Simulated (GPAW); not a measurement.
CdTe: changing the functional

```
Te Cd
1.0
     0.00000    3.20500    3.20500
     3.20500    0.00000    3.20500
     3.20500    3.20500    0.00000
Te Cd
1 1
Direct
  0.75000 0.75000 0.75000
  0.00000 0.00000 0.00000
```

Kept alike: task dielectric tensor; k mesh 6 × 6 × 6; occupations fermi-dirac, width 0.001 eV; no spin polarisation. Program: GPAW, potentials by row: PAW data sets generated for this functional (AM05); the program's PAW data sets (release 1.2.1) made for this functional (LDA, RPBE), cutoff 450 eV. The mesh is that of the run's cell of 2 atoms. No spin-orbit coupling.

| run | band gap (eV) |
| --- | --- |
| A | 1.021 |
| B | 0.837 |
| C | 0.608 |

Spin-orbit coupling, left out here, moves the band edges of heavy atoms and can close or invert small gaps. A gap read on the mesh alone can miss an edge between its points.

Question: The runs differ in the functional alone: AM05; LDA; RPBE. Which run is which?

Answer: Run A is RPBE; run B is AM05; run C is LDA. The band gap runs from 0.608 (LDA) to 1.021 eV (RPBE).

At this fixed cell the gap widens from LDA (0.608 eV) through AM05 (0.837 eV) to RPBE (1.021 eV), yet all three values fall well below the measured gap of zinc-blende CdTe. That shortfall is expected of semilocal Kohn-Sham gaps, which lack the derivative discontinuity. Cd 4d states placed too high add to it by pushing up the Te 5p valence band edge through p-d repulsion.

Because the geometry is shared, the spread reflects no difference in bond length; it probably arises because gradient corrections raise the s-like conduction edge, which has weight close to the nuclei, relative to the p-like valence edge. The order need not survive relaxation: LDA usually contracts the lattice and RPBE expands it, and since the gap of CdTe narrows on expansion, the two would move towards each other. RPBE's larger gap is therefore no sign that it describes the bonding or the dielectric response of CdTe better.
